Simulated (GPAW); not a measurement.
HfC:

```xyz
2
Lattice="-1.3967 2.4972 1.8473 1.3967 -2.4972 1.8473 1.3967 2.4972 -1.8473" Properties=species:S:1:pos:R:3 pbc="T T T"
Hf    0.0000    0.0000    3.6382
C     0.0000    2.4972    0.6630
```

The cell was built by a generator and needn't be a form met in nature.

Base run:

* Program: GPAW 26.7.0
* Functional: PBE
* Potentials or basis: GPAW PAW data sets (gpaw-data 1.2.1)
* Cutoff: 650 eV
* Basis: pw
* k mesh: 10 × 10 × 10
* Occupations: fermi-dirac, width 0.001 eV
* Spin: no spin polarisation

Its results: band gap on the k mesh 0.35 eV, indirect (least direct gap 1.01 eV); electronic dielectric tensor (diagonal) 21.83, 14.06, 14.94.

Q: The run is repeated on the same cell with these changes: hubbard terms from none to Hf d U = 2.0 eV. What comes out?

A: Band gap on the k mesh 0.51 eV, indirect (least direct gap 0.96 eV); electronic dielectric tensor (diagonal) 19.70, 11.49, 13.39.

The U term pushes filled and empty states of the shell apart.

Caveats: the gap is small at this level, which inflates the dielectric constant; the long-wavelength limit can be off by several per cent where d states take part; spin-orbit coupling is left out, which moves the levels of the heavy elements; response on these states lacks terms of the Hamiltonian (some runs); the U is typed as a test and isn't derived for this compound (some runs).

A k mesh can miss the band edges.
